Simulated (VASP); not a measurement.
# PtS2 (C2/m) in VASP: notebook

One crystal, PtS2, is run at these levels: PBE+U, LDA+U; tasks: single point.

All numbers are computed with VASP 6.6.1; they aren't measurements. Logs are shortened: lines on timing, memory, paths and dates and some standing lists are left out, and cuts for length are marked.

## 1. The structure

It takes space group C2/m (No. 12, monoclinic). The conventional cell has a = 6.233 Å, b = 3.821 Å, c = 4.395 Å, α = 90.00°, β = 90.04°, γ = 90.00°. Around Pt (site symmetry 2/m) lie 6 S at 2.32 to 2.58 Å. S (site symmetry m) is surrounded by 3 Pt at 2.32 to 2.58 Å.

The cell was built by a generator and isn't the measured one.

## 2. Single point, PBE+U

INCAR

```
PREC = Accurate
ENCUT = 520
EDIFF = 1E-6
ISMEAR = 0
SIGMA = 0.05
LREAL = False
LASPH = True
NELM = 60
ALGO = Normal
ISIF = 2
LWAVE = False
LCHARG = False
LMAXMIX = 4
LDAU = True
LDAUTYPE = 2
LDAUL = 2 -1
LDAUU = 6 0
LDAUJ = 0 0
LDAUPRINT = 1
GGA = PE
```

KPOINTS

```
regular mesh
0
Gamma
  6 6 4
```

POSCAR

```
PtS2
1.0
    3.1165126000     -1.9104842100      0.0000000000
    3.1165126000      1.9104842100      0.0000000000
   -0.0030682400      0.0000000000      4.3949362900
Pt S
1 2
Direct
    0.0000000000      0.0000000000      0.0000000000
    0.6879000000      0.6879000000      0.2889000000
    0.3121000000      0.3121000000      0.7111000000
```

Potentials or basis: VASP PAW PBE potentials, release 64 (Pt, S).

Run with:

```bash
cat potpaw_PBE.64/Pt/POTCAR potpaw_PBE.64/S/POTCAR > POTCAR
mpirun -np 1 vasp_std > vasp.out
```

OUTCAR:

```text
PREC = Accurate
   ENCUT = 520
   EDIFF = 1E-6
   ISMEAR = 0
   LREAL = False
   LASPH = True
   NELM = 60
   ISIF = 2
   GGA = PE

 ion  position               nearest neighbor table
   1  0.000  0.000  0.000-   2 2.32   3 2.32   2 2.58   2 2.58   3 2.58   3 2.58
   2  0.688  0.688  0.289-   1 2.32   1 2.58   1 2.58   3 2.77   3 2.77
   3  0.312  0.312  0.711-   1 2.32   1 2.58   1 2.58   2 2.77   2 2.77

  LATTYP: Found a base centered monoclinic cell.
 ALAT       =     6.2330252000
 B/A-ratio  =     0.6130198896
 C/A-ratio  =     0.7051050204
 COS(beta)  =    -0.0006981305

  Lattice vectors:

 A1 = (   3.1165126000,  -1.9104842100,   0.0000000000)
 A2 = (   3.1165126000,   1.9104842100,   0.0000000000)
 A3 = (  -0.0030682400,   0.0000000000,   4.3949362900)

Analysis of symmetry for initial positions (statically):
=====================================================================
 Subroutine PRICEL returns:
 Original cell was already a primitive cell.

 Routine SETGRP: Setting up the symmetry group for a
 base centered monoclinic supercell.

 Subroutine GETGRP returns: Found  4 space group operations
 (whereof  4 operations were pure point group operations)
 out of a pool of  4 trial point group operations.

The static configuration has the point symmetry C_2h.

Analysis of symmetry for dynamics (positions and initial velocities):
=====================================================================
 Subroutine PRICEL returns:
 Original cell was already a primitive cell.

 Routine SETGRP: Setting up the symmetry group for a
 base centered monoclinic supercell.

 Subroutine GETGRP returns: Found  4 space group operations
 (whereof  4 operations were pure point group operations)
 out of a pool of  4 trial point group operations.

The dynamic configuration has the point symmetry C_2h.

 Subroutine INISYM returns: Found  4 space group operations
 (whereof  4 operations are pure point group operations),
 and found     1 'primitive' translations

----------------------------------------------------------------------------------------

                                     Primitive cell

  volume of cell :      52.3353

  direct lattice vectors                    reciprocal lattice vectors
     3.116512600 -1.910484210  0.000000000     0.160435738 -0.261713757  0.000112005
     3.116512600  1.910484210  0.000000000     0.160435738  0.261713757  0.000112005
    -0.003068240  0.000000000  4.394936290     0.000000000  0.000000000  0.227534584

  length of vectors
     3.655489119  3.655489119  4.394937361     0.306975128  0.306975128  0.227534584

  position of ions in fractional coordinates (direct lattice)
     0.000000000  0.000000000  0.000000000
     0.687900000  0.687900000  0.288900000
     0.312100000  0.312100000  0.711100000

  ion indices of the primitive-cell ions
   primitive index   ion index
                 1           1
                 2           2
                 3           3

----------------------------------------------------------------------------------------

 KPOINTS: regular mesh

Automatic generation of k-mesh.
 Grid dimensions read from file:
 generate k-points for:    6    6    4

 Generating k-lattice:

  Cartesian coordinates                     Fractional coordinates (reciprocal lattice)
     0.026739290 -0.043618959  0.000018668     0.166666667  0.000000000  0.000000000
     0.026739290  0.043618959  0.000018668     0.000000000  0.166666667  0.000000000
     0.000000000  0.000000000  0.056883646     0.000000000  0.000000000  0.250000000

  Length of vectors
     0.051162521  0.051162521  0.056883646

  Shift w.r.t. Gamma in fractional coordinates (k-lattice)
     0.000000000  0.000000000  0.000000000

[... 52 lines left out ...]
   EDIFFG = 0.1E-04   stopping-criterion for IOM
   NSW    =      0    number of steps for IOM
   IBRION =     -1    ionic relax: 0-MD 1-quasi-New 2-CG
   NFREE  =      0    steps in history (QN), initial steepest desc. (CG)
   ISIF   =      2    stress and relaxation
   ISYM   =      2    0-nonsym 1-usesym 2-fastsym
   POTIM  = 0.5000    time-step for ionic-motion
   TEBEG  =    0.0;   TEEND  =   0.0 temperature during run
   PSTRESS=    0.0 pullay stress
   NELECT =      22.0000    total number of electrons
   NUPDOWN=      -1.0000    fix difference up-down
   EMIN   =  10.00;   EMAX   =-10.00  energy-range for DOS
   EFERMI =   0.00;   METHOD = LEGACY
   ISMEAR =     0;   SIGMA  =   0.05  broadening in eV -4-tet -1-fermi 0-gaus
   EFERMI_NEDOS =   21; number of points for ismear=-14 and -15
   IALGO  =     38    algorithm
   IMIX   =      4    mixing-type and parameters
     AMIX     =   0.40;   BMIX     =  1.00
     AMIX_MAG =   1.60;   BMIX_MAG =  1.00
  volume/ion in A,a.u.               =      17.45       117.73
  Fermi-wavevector in a.u.,A,eV,Ry     =   1.226358  2.317481 20.462550  1.503955
  Thomas-Fermi vector in A             =   2.361362
   LORBIT       =      0    0 simple, 1 ext, 2 COOP (PROOUT), +10 PAW based schemes
 LDA+U is selected, type is set to LDAUTYPE =  2
   angular momentum for each species LDAUL =     2   -1
   U (eV)           for each species LDAUU =   6.0  0.0
   J (eV)           for each species LDAUJ =   0.0  0.0
   GGA     = PE    functional components
   LHFCALC =     F    Hartree Fock is set to
   AEXX    =    0.0000 exact exchange contribution
   IVDW    =     0    specifies the selected vdW correction
   LEPSILON=     F    determine dielectric tensor
   LRPA    =     F    only Hartree local field effects (RPA)
 non-spin polarized calculation
 Gauss-broadening in eV      SIGMA  =   0.05
  energy-cutoff  :      520.00
  volume of cell :       52.34
 maximum number of plane-waves:      1429
   NGX = 13   NGY = 13   NGZ = 17

atom =   1  type =  1  l = 2

 onsite density matrix

spin component  1

  0.8718 -0.0935  0.0000  0.0000  0.0000
 -0.0935  0.8246  0.0000  0.0000  0.0000
  0.0000  0.0000  0.9441  0.0109 -0.0065
  0.0000  0.0000  0.0109  0.7750  0.1247
  0.0000  0.0000 -0.0065  0.1247  0.8524

spin component  2

  0.8718 -0.0935  0.0000  0.0000  0.0000
 -0.0935  0.8246  0.0000  0.0000  0.0000
  0.0000  0.0000  0.9441  0.0109 -0.0065
  0.0000  0.0000  0.0109  0.7750  0.1247
  0.0000  0.0000 -0.0065  0.1247  0.8524

 occupancies and eigenvectors

  o =  0.6825  v =  0.0000  0.0000  0.0481 -0.8043  0.5923  0.0000  0.0000  0.0000  0.0000  0.0000      0.0000  0.0000  0.0000  0.0000  0.0000  0.0000  0.0000  0.0000  0.0000  0.0000
  o =  0.6825  v =  0.0000  0.0000  0.0000  0.0000  0.0000  0.0000  0.0000  0.0481 -0.8043  0.5923      0.0000  0.0000  0.0000  0.0000  0.0000  0.0000  0.0000  0.0000  0.0000  0.0000
  o =  0.7517  v =  0.0000  0.0000  0.0000  0.0000  0.0000 -0.6146 -0.7888  0.0000  0.0000  0.0000      0.0000  0.0000  0.0000  0.0000  0.0000  0.0000  0.0000  0.0000  0.0000  0.0000
  o =  0.7517  v = -0.6146 -0.7888  0.0000  0.0000  0.0000  0.0000  0.0000  0.0000  0.0000  0.0000      0.0000  0.0000  0.0000  0.0000  0.0000  0.0000  0.0000  0.0000  0.0000  0.0000
  o =  0.9433  v =  0.0000  0.0000  0.6599 -0.4196 -0.6233  0.0000  0.0000  0.0000  0.0000  0.0000      0.0000  0.0000  0.0000  0.0000  0.0000  0.0000  0.0000  0.0000  0.0000  0.0000
  o =  0.9433  v =  0.0000  0.0000  0.0000  0.0000  0.0000  0.0000  0.0000  0.6599 -0.4196 -0.6233      0.0000  0.0000  0.0000  0.0000  0.0000  0.0000  0.0000  0.0000  0.0000  0.0000
  o =  0.9447  v = -0.7888  0.6146  0.0000  0.0000  0.0000  0.0000  0.0000  0.0000  0.0000  0.0000      0.0000  0.0000  0.0000  0.0000  0.0000  0.0000  0.0000  0.0000  0.0000  0.0000
  o =  0.9447  v =  0.0000  0.0000  0.0000  0.0000  0.0000 -0.7888  0.6146  0.0000  0.0000  0.0000      0.0000  0.0000  0.0000  0.0000  0.0000  0.0000  0.0000  0.0000  0.0000  0.0000
  o =  0.9457  v =  0.0000  0.0000 -0.7498 -0.4209 -0.5106  0.0000  0.0000  0.0000  0.0000  0.0000      0.0000  0.0000  0.0000  0.0000  0.0000  0.0000  0.0000  0.0000  0.0000  0.0000
  o =  0.9457  v =  0.0000  0.0000  0.0000  0.0000  0.0000  0.0000  0.0000 -0.7498 -0.4209 -0.5106      0.0000  0.0000  0.0000  0.0000  0.0000  0.0000  0.0000  0.0000  0.0000  0.0000

 number of electron      21.9999995 magnetization

 Free energy of the ion-electron system (eV)
  ---------------------------------------------------
  ext. energy  EPLUGINS =         0.00000000
  ---------------------------------------------------
  free energy    TOTEN  =       -10.86626541 eV

  energy without entropy =      -10.86476612  energy(sigma->0) =      -10.86551576

 E-fermi :   6.9900     XC(G=0): -11.0577

 val. band max:        6.9703427466   @ k =   0.3333   0.3333   0.5000
 cond. band min:       7.0012825842   @ k =   0.3333   0.1667   0.0000
 fundamental gap:      0.0309398376
 Fermi energy:         6.9899987308

 k-point     1 :       0.0000    0.0000    0.0000
  band No.  band energies     occupation
      1      -8.1404      2.00000
      2      -4.4063      2.00000
      3      -0.2509      2.00000
      4       0.4986      2.00000
      5       0.8422      2.00000
      6       2.4019      2.00000
      7       2.6161      2.00000
      8       4.2940      2.00000
      9       5.7562      2.00000
     10       6.5588      2.00000
     11       6.9332      1.89176
     12       7.5741      0.00000
     13       8.1520      0.00000
     14      11.2160      0.00000
[... 401 lines left out ...]
      2      -5.4883      2.00000
      3       0.1370      2.00000
      4       1.0092      2.00000
      5       1.4582      2.00000
      6       1.8030      2.00000
      7       2.6995      2.00000
      8       3.2188      2.00000
      9       4.7906      2.00000
     10       5.1555      2.00000
     11       6.0040      2.00000
     12       7.8434      0.00000
     13       9.1284      0.00000
     14      12.6802      0.00000
     15      14.2664      0.00000

 [... further k-points ...]

------------------------ aborting loop because EDIFF is reached ----------------------------------------

  FORCE on cell =-STRESS in cart. coord.  units (eV):
  Direction    XX          YY          ZZ          XY          YZ          ZX
  --------------------------------------------------------------------------------------
  -------------------------------------------------------------------------------------
  Total       -1.2670801     -5.0160909     -1.0515148      0.0000000      0.0000000     -2.0217693
  in kB      -38.7899945   -153.5610462    -32.1907455      0.0000000      0.0000000    -61.8938153
  external PRESSURE =     -74.8472621 kB  Pullay stress =       0.0000000 kB

 VOLUME and BASIS-vectors are now :
 -----------------------------------------------------------------------------
  energy-cutoff  :      520.00
  volume of cell :       52.34
      direct lattice vectors                 reciprocal lattice vectors
     3.116512600 -1.910484210  0.000000000     0.160435738 -0.261713757  0.000112005
     3.116512600  1.910484210  0.000000000     0.160435738  0.261713757  0.000112005
    -0.003068240  0.000000000  4.394936290     0.000000000  0.000000000  0.227534584

 POSITION                                       TOTAL-FORCE (eV/Angst)
 -----------------------------------------------------------------------------------
      0.00000      0.00000      0.00000         0.000000      0.000000      0.000000
      4.28681      0.00000      1.26970        -0.723531      0.000000     -1.028445
      1.94315      0.00000      3.12524         0.723531      0.000000      1.028445
 -----------------------------------------------------------------------------------
    total drift:                               -0.000000     -0.000000      0.000000

  FREE ENERGIE OF THE ION-ELECTRON SYSTEM (eV)
  ---------------------------------------------------
  free  energy   TOTEN  =       -10.8662654067 eV

  energy  without entropy=      -10.8647661213  energy(sigma->0) =      -10.86551576
```

It took 32 s on 1 thread of Intel Xeon Platinum 8259CL at 2.50GHz (Skylake/Cascade Lake), shared host; peak memory 0.19 GiB.

What came out:

```yaml
Free_energy: -10.8663 eV
Pressure: -7.5 GPa
Largest_force: 1.257 eV/Å
Band_gap_on_the_k_mesh: none (metal or under the smearing width)
```

Forces on the atoms (eV/Å):
```
Pt   0.000  0.000  0.000
S   -0.724  0.000 -1.028
S    0.724  0.000  1.028
```

Levels at points of the mesh, in eV from the Fermi level:
```
           k point  band 8  band 9  band 10  band 11  band 12  band 13  band 14  band 15
(0.00, 0.00, 0.00)   -2.70   -1.23    -0.43    -0.06     0.58     1.16     4.23     5.10
(0.50, 0.00, 0.00)   -3.65   -3.44    -2.75    -2.49     0.37     2.74     6.28     7.67
(0.50, 0.50, 0.00)   -4.07   -3.76    -2.60    -2.34     1.35     2.28     5.57     6.74
(0.00, 0.00, 0.50)   -2.58   -2.32    -1.72    -1.70     2.21     2.54     6.33     7.29
(0.50, 0.00, 0.50)   -3.56   -3.34    -1.92    -0.17     0.37     2.00     5.32     5.60
(0.50, 0.50, 0.50)   -4.18   -3.24    -2.08    -1.39    -0.25     1.61     6.38     6.43
```

Eigenvalues of the final occupation matrices:
```csv
site,spin,trace,eigenvalues
site 1 d,1,4.27,0.68 0.75 0.94 0.94 0.95
site 1 d,2,4.27,0.68 0.75 0.94 0.94 0.95
```

Caveat: U without spin polarisation on a metal has little footing; forces of over 1 eV/Å show positions far from the minimum, so gaps and moduli don't describe the material at rest. The run has no spin-orbit coupling, so splittings on Pt are missing.

## 3. Single point, LDA+U

INCAR

```
PREC = Accurate ; ENCUT = 520
EDIFF = 1E-6 ; ISMEAR = 0
SIGMA = 0.05 ; LREAL = F
LASPH = T ; NELM = 80
ALGO = Normal ; ISIF = 2
LWAVE = F ; LCHARG = T
LMAXMIX = 4 ; LDAU = T
LDAUTYPE = 2 ; LDAUL = 2 -1
LDAUU = 5 0 ; LDAUJ = 0 0
LDAUPRINT = 1 ; LELF = T
LVHAR = T
```

KPOINTS

```
Automatic mesh
0
Gamma
  6 6 4
```

POSCAR is that of step 2.

Potentials or basis: VASP PAW LDA potentials, release 64 (Pt, S).

Run with:

```bash
cat potpaw_LDA.64/Pt/POTCAR potpaw_LDA.64/S/POTCAR > POTCAR
mpirun -np 1 vasp_std > vasp.out
```

OUTCAR:

```text
PREC = Accurate
   ENCUT = 520
   EDIFF = 1E-6
   ISMEAR = 0
   LREAL = F
   LASPH = T
   NELM = 80
   ISIF = 2

 ion  position               nearest neighbor table
   1  0.000  0.000  0.000-   2 2.32   3 2.32   2 2.58   2 2.58   3 2.58   3 2.58
   2  0.688  0.688  0.289-   1 2.32   1 2.58   1 2.58   3 2.77   3 2.77
   3  0.312  0.312  0.711-   1 2.32   1 2.58   1 2.58   2 2.77   2 2.77

  LATTYP: Found a base centered monoclinic cell.
 ALAT       =     6.2330252000
 B/A-ratio  =     0.6130198896
 C/A-ratio  =     0.7051050204
[... 675 lines left out ...]

  FORCE on cell =-STRESS in cart. coord.  units (eV):
  Direction    XX          YY          ZZ          XY          YZ          ZX
  --------------------------------------------------------------------------------------
  -------------------------------------------------------------------------------------
  Total       -3.7890912     -7.3618784     -3.3705605      0.0000000      0.0000000     -1.8187269
  in kB     -115.9980589   -225.3742557   -103.1852910      0.0000000      0.0000000    -55.6779393
  external PRESSURE =    -148.1858686 kB  Pullay stress =       0.0000000 kB

 VOLUME and BASIS-vectors are now :
 -----------------------------------------------------------------------------
  energy-cutoff  :      520.00
  volume of cell :       52.34
      direct lattice vectors                 reciprocal lattice vectors
     3.116512600 -1.910484210  0.000000000     0.160435738 -0.261713757  0.000112005
     3.116512600  1.910484210  0.000000000     0.160435738  0.261713757  0.000112005
    -0.003068240  0.000000000  4.394936290     0.000000000  0.000000000  0.227534584

 POSITION                                       TOTAL-FORCE (eV/Angst)
 -----------------------------------------------------------------------------------
      0.00000      0.00000      0.00000        -0.000000      0.000000      0.000000
      4.28681      0.00000      1.26970        -0.665968      0.000000     -1.215481
      1.94315      0.00000      3.12524         0.665968      0.000000      1.215481
 -----------------------------------------------------------------------------------
    total drift:                               -0.000000     -0.000000      0.000000

  FREE ENERGIE OF THE ION-ELECTRON SYSTEM (eV)
  ---------------------------------------------------
  free  energy   TOTEN  =       -14.2694143855 eV

  energy  without entropy=      -14.2677580941  energy(sigma->0) =      -14.26858624
```

OSZICAR:

```text
N       E                     dE             d eps       ncg     rms          rms(c)
DAV:   1     0.115040076560E+03    0.11504E+03   -0.10850E+04  1466   0.132E+03
DAV:   2    -0.986075407130E+01   -0.12490E+03   -0.12201E+03  1837   0.244E+02
DAV:   3    -0.144097303818E+02   -0.45490E+01   -0.45146E+01  1746   0.510E+01
DAV:   4    -0.144560299704E+02   -0.46300E-01   -0.46287E-01  1816   0.576E+00
DAV:   5    -0.144567082585E+02   -0.67829E-03   -0.67828E-03  1802   0.661E-01    0.185E+01
DAV:   6    -0.142811365357E+02    0.17557E+00   -0.21062E+00  1466   0.149E+01    0.964E+00
DAV:   7    -0.142691425245E+02    0.11994E-01   -0.60970E-01  1445   0.821E+00    0.440E+00
DAV:   8    -0.142636642519E+02    0.54783E-02   -0.13353E-01  1683   0.418E+00    0.624E-01
DAV:   9    -0.142677833152E+02   -0.41191E-02   -0.20220E-02  1662   0.124E+00    0.379E-01
DAV:  10    -0.142693420130E+02   -0.15587E-02   -0.31250E-03  1795   0.510E-01    0.210E-01
DAV:  11    -0.142693947944E+02   -0.52781E-04   -0.27244E-04  1648   0.159E-01    0.766E-02
DAV:  12    -0.142694102913E+02   -0.15497E-04   -0.86678E-05  1613   0.802E-02    0.263E-02
DAV:  13    -0.142694144386E+02   -0.41473E-05   -0.15250E-05  1676   0.349E-02    0.628E-03
DAV:  14    -0.142694143855E+02    0.53149E-07   -0.85223E-07   789   0.930E-03
   1 F= -.14269414E+02 E0= -.14268586E+02  d E =-.165629E-02
```

stdout:

```text
POSCAR found type information on POSCAR PtS
 POSCAR found :  2 types and       3 ions
 scaLAPACK will be used
 LDA part: xc-table for (Slater(with rela. corr.)+CA(PZ))
 , standard interpolation
 POSCAR, INCAR and KPOINTS ok, starting setup
 FFT: planning ... GRIDC
 FFT: planning ... GRID_SOFT
 FFT: planning ... GRID
 WAVECAR not read
 entering main loop
```

It took 28 s on 1 thread of Intel Xeon Platinum 8259CL at 2.50GHz (Skylake/Cascade Lake), shared host; peak memory 0.17 GiB.

What came out:

- Free energy: -14.2694 eV
- Pressure: -14.8 GPa
- Largest force: 1.386 eV/Å
- Band gap on the k mesh: none (metal or under the smearing width)

Forces in eV/Å, atoms in the order of the input:
```
Pt   0.000  0.000  0.000
S   -0.666  0.000 -1.215
S    0.666  0.000  1.215
```

Stress tensor (GPa, compression positive):
```
-11.60   0.00  -5.57
  0.00 -22.54   0.00
 -5.57   0.00 -10.32
```

Eigenvalues of the final occupation matrices:
| site | spin | trace | eigenvalues |
| --- | --- | --- | --- |
| site 1 d | 1 | 4.23 | 0.69 0.75 0.93 0.93 0.93 |
| site 1 d | 2 | 4.23 | 0.69 0.75 0.93 0.93 0.93 |

Caveat: U without spin polarisation on a metal has little footing; forces of over 1 eV/Å show positions far from the minimum, so gaps and moduli don't describe the material at rest.
